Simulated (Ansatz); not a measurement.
## CuO (Cc)

Level of theory: LDA+U, U_eff = 5.0 eV (Dudarev form) on Cu d, fully localised double counting, collinear spin, scalar-relativistic, 420 eV, PAW set soft_2 (made for PBE), 7×7×4 mesh, Gaussian smearing of 0.05 eV; plane-wave PAW code Ansatz.

```
Cu O
1.0
     2.34465   -1.71340    0.00000
     2.34465    1.71340    0.00000
    -0.86055    0.00000    5.05944
Cu O
2 2
Direct
  0.00320 0.49680 0.00000
  0.49680 0.00320 0.50000
  0.57140 0.40560 0.25370
  0.40560 0.57140 0.75370
```

The structure is that of a cell as deposited in COD, unrelaxed.

Cell and atoms stay fixed. Atoms count from 1 in the text and from 0 in parts of the program's output.

Two runs on this cell converged from different starts. The ends of their outputs, energies left out (λ are the eigenvalues of a shell's occupation matrix):

Run A:

```
Magnetization: 0.0000 μB (25.0000 up, 25.0000 down)
Absolute magnetization: 1.3196 μB (∫|ρ↑−ρ↓|, with the PAW one-centre terms)
Per-site moments (μB) at R_I (Å): [(0.48981, 0.78680), (-0.48981, 0.78680), (-0.00438, 0.78680), (0.00437, 0.78680)]
Entropy (-TS):   -0.000021 eV (-0.005 meV/atom)
Fermi energy:    11.302807 eV
--- Forces (eV/Å), atoms counted from 1 ---
  atom   1  Cu    -0.62342323     0.28783124     0.27903849
  atom   2  Cu    -0.62342368    -0.28783216     0.27903515
  atom   3  O      0.62342392     0.28147589    -0.27904459
  atom   4  O      0.62342086    -0.28147490    -0.27902812
--- Stress (GPa, compression-positive) ---
       -8.225808      -0.000021      -0.310785
       -0.000021      -5.100750      -0.000003
       -0.310785      -0.000002      -8.422325
  P = ⅓ Tr σ = -7.2496 GPa (-72.496 kbar)
--- Löwdin populations: 4 sites ---
  site symbol       q [e]    m [muB]
     0     Cu     17.9983     0.4466
     1     Cu     17.9983    -0.4466
     2      O      6.8885    -0.0089
     3      O      6.8885     0.0089
--- Occupation matrices: 2 shells (run DFT+U table (all-electron-ortho-atomic); ε = 4.99e-3) ---
  Cu0 d_3D up     Tr n = 4.9416  λ = 0.974 0.979 0.995 0.996 0.997
  Cu0 d_3D dn     Tr n = 4.4807  λ = 0.506 0.980 0.998 0.998 0.999
  Cu1 d_3D up     Tr n = 4.4807  λ = 0.506 0.980 0.998 0.998 0.999
  Cu1 d_3D dn     Tr n = 4.9416  λ = 0.974 0.979 0.995 0.996 0.997
```

Run B:

```
Magnetization: 1.5116 μB (25.7558 up, 24.2442 down)
Absolute magnetization: 1.5401 μB (∫|ρ↑−ρ↓|, with the PAW one-centre terms)
Per-site moments (μB) at R_I (Å): [(0.46438, 0.78680), (0.46438, 0.78680), (0.26106, 0.78680), (0.26106, 0.78680)]
Entropy (-TS):   -0.002689 eV (-0.672 meV/atom)
Fermi energy:    11.124813 eV
--- Forces (eV/Å), atoms counted from 1 ---
  atom   1  Cu    -0.66970402     0.28719188     0.26976548
  atom   2  Cu    -0.66970402    -0.28719188     0.26976548
  atom   3  O      0.66970297     0.33945709    -0.26976501
  atom   4  O      0.66970297    -0.33945709    -0.26976501
--- Stress (GPa, compression-positive) ---
       -7.678214       0.000000       0.434499
        0.000000      -4.160497       0.000000
        0.434503       0.000000      -7.946657
  P = ⅓ Tr σ = -6.5951 GPa (-65.951 kbar)
--- Löwdin populations: 4 sites ---
  site symbol       q [e]    m [muB]
     0     Cu     18.0192     0.4138
     1     Cu     18.0192     0.4138
     2      O      6.8705     0.3377
     3      O      6.8705     0.3377
--- Occupation matrices: 2 shells (run DFT+U table (all-electron-ortho-atomic); ε = 1.01e-3) ---
  Cu0 d_3D up     Tr n = 4.9368  λ = 0.962 0.981 0.998 0.998 0.998
  Cu0 d_3D dn     Tr n = 4.5100  λ = 0.550 0.976 0.993 0.995 0.995
  Cu1 d_3D up     Tr n = 4.9368  λ = 0.962 0.981 0.998 0.998 0.998
  Cu1 d_3D dn     Tr n = 4.5100  λ = 0.550 0.976 0.993 0.995 0.995
```

Task: Which run lies higher in energy, by how much, and why?

Result: Run B, by 37.3 meV/atom. Run B has no gap on the mesh (a metal); run A has a gap of 0.17 eV. Run B kept 2 symmetry operations, run A 1. Flag on run A: starting pattern of moments not kept. They differ in magnetic order (signs of the magnetic ions' moments, up to an overall flip, +− in run A, ++ in run B). With J = 0 the Hubbard energy is (U/2) Σ λ(1 − λ), a penalty on fractional natural occupations. The sums Σ λ(1 − λ) over the cell's shells are 0.67 for run A and 0.70 for run B, which at U/2 = 2.50 eV give 1.66 and 1.74 eV per cell. Of the difference of 0.15 eV per cell, the Hubbard term gives 0.08 eV and all other terms 0.07 eV. The other terms are taken on each state's own density, so they aren't the result of a run without U.

In the lower state the fixed cell carries a pressure of -7.2 GPa and forces up to 0.74 eV/Å; relaxing would change energies and could change the order of close states.

Run B started from: ferromagnetic start, free, natural orbitals of the symmetric run filled by rank, moments Cu1 1.00; Cu2 1.00 μB, occupations held for 10 iterations. Run A started from: ferromagnetic start, free, default search, moments Cu1 1.00; Cu2 1.00 μB. At this level the cell was started in 18 ways, of which 2 didn't converge. Run A holds the lowest state found for this cell, which doesn't make it the ground state. For metallic states the mesh is coarse, so energy differences carry some meV/atom. U is one value of a scan, not fitted to this compound, so the states needn't resemble the real material's. Gaps are Kohn–Sham gaps over the k-mesh alone and may be smaller between its points.
